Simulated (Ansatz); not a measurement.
Crystal: AlNi.

```
CELL_PARAMETERS angstrom
2.88100 0.00000 0.00000
0.00000 2.88100 0.00000
0.00000 0.00000 2.88100
ATOMIC_POSITIONS crystal
Ni 0.50000 0.50000 0.50000
Al 0.00000 0.00000 0.00000
```

| Property | Result |
| --- | --- |
| Program | Ansatz 0.2.0 |
| Task | relaxation of cell and atoms |
| Functional | LDA |
| Potentials or basis | all-electron LAPW, scalar-relativistic |
| Basis error allowed | 0.001 eV/atom |
| k mesh | 9 × 9 × 9 |
| Occupations | fermi-dirac, width 0.05 eV |
| Spin | collinear spin, ferromagnetic start |
| Starting moments | [1.0, 0.0] μB |

At the start: volume 11.96 Å³/atom.

Task: How do energy, volume and symmetry change on relaxing?

Result: Over 5 steps the energy falls by 17.2 meV/atom and the volume is 11.35 Å³/atom (-5.1 %); space group Pm-3m (No. 221, to 0.05 Å); moment 0.00 μB per cell.

Step by step:
| step | energy change (eV) | largest force (eV/Å) | volume (Å³) |
| --- | --- | --- | --- |
| 1 | 0.0000 | 0.0000 | 23.91 |
| 2 | -0.0292 | 0.0000 | 23.16 |
| 3 | -0.0344 | 0.0000 | 22.66 |
| 4 | -0.0344 | 0.0000 | 22.70 |
| 5 | -0.0344 | 0.0000 | 22.70 |

Final structure:
```yaml
crystal:
  lattice:
    - [2.83139, 0.00000, 0.00000]
    - [0.00000, 2.83139, 0.00000]
    - [0.00000, 0.00000, 2.83139]
  atoms:
    - { symbol: Ni, position: [0.50000, 0.50000, 0.50000] }
    - { symbol: Al, position: [0.00000, 0.00000, 0.00000] }
```

Caveat: the starting moments weren't kept.
